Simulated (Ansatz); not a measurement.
Base system: BaSnO3 in the cubic perovskite structure (space group Pm-3m, No. 221; a = 4.131 Å).

All numbers come from Ansatz (an electronic-structure program) r2SCAN, no spin-orbit coupling.

Its conduction minimum is a single valley at Γ with mass 0.19 mₑ.

Now apply this change: 1.41 electrons added to each cell, a density of 2.0×10^22 cm⁻³, with a uniform compensating background at fixed cell and a 300 K Fermi–Dirac width.

Q: Where would a parabolic band put the Fermi level, and where does the calculation put it?

A: k_F = (3π²n)^(1/3) = 0.840 Å⁻¹, so ħ²k_F²/2m = 14 eV above the band edge at zero temperature. The calculation gives 4.15 eV (to 0.05 eV): the band is strongly non-parabolic or higher valleys fill at this density.

Carriers are added with a uniform compensating background; total energy and stress of such cells depend on the potential's zero and are not compared; many-body gap narrowing is missing at this level. The levels and masses belong to the bands next to the band gap. Effective masses come from finite differences of ±0.01 Å⁻¹. Whether these cells are dynamically stable was not tested.
